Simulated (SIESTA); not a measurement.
TiO:

```xyz
2
Lattice="3.0310 0.0000 0.0000 -1.5155 2.6249 0.0000 0.0000 0.0000 3.2377" Properties=species:S:1:pos:R:3 pbc="T T T"
Ti    1.5155    0.8750    0.0000
O     0.0000    0.0000    1.6188
```

Base run:

- Program: SIESTA 5.4.2
- Functional: PBEsol
- Potentials or basis: PseudoDojo 0.4 standard (PBEsol files)
- Basis: TZP (energy shift 0.003 Ry; two zetas on semicore shells)
- Grid cutoff: 800 Ry
- Energy shift: 0.003 Ry
- k mesh: 10 × 10 × 8
- Occupations: fermi-dirac, width 0.05 eV
- Spin: no spin polarisation

Its results: band gap on the k mesh none (metal or under the smearing width); pressure -40.3 GPa.

Problem. The run is repeated on the same cell with these changes: basis from TZP (energy shift 0.003 Ry; two zetas on semicore shells) to DZ (energy shift 0.003 Ry; two zetas on semicore shells). What comes out?

Solution. Band gap on the k mesh none (metal or under the smearing width); pressure -41.8 GPa.

Caveats: a pressure of tens of GPa on the cell as given is suspect, and the run, the potentials or the cell itself is likely at fault; the basis of atomic orbitals isn't converged, which shifts pressures, moduli and gaps; semilocal functionals often make such compounds metallic where correlation or magnetic order opens a gap, which also shifts bond lengths; the basis has no polarisation orbitals (some runs).
